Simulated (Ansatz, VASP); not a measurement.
**Hg in VASP and in Ansatz**

```
CELL_PARAMETERS angstrom
0.00000 2.51980 2.51980
2.51980 0.00000 2.51980
2.51980 2.51980 0.00000
ATOMIC_POSITIONS crystal
Hg 0.00000 0.00000 0.00000
```

Alike in both runs: task single point; functional PBE; k mesh 4 × 4 × 4; occupations fermi-dirac, width 0.15 eV; non-collinear spin, spin-orbit coupling.

```csv
,VASP,Ansatz
version,VASP 6.6.1,Ansatz 0.2.0 development build
potentials or method,"VASP PAW PBE potentials, release 64 (Hg)","plane waves, PAW datasets (generated soft set 1)"
plane-wave cutoff (eV),520,420
valence electrons in the cell,12,20
```

|  | VASP | Ansatz | Ansatz less VASP |
| --- | --- | --- | --- |
| net moment per atom (μB) | 0.00 | 0.00 | 0.000 |

The two sets of potentials don't hold the same shells in valence. Ansatz warned: «stress_scf_threshold_loose».

Caveats: the k mesh is coarse (spacing up to 0.54 Å⁻¹), so the values aren't converged.
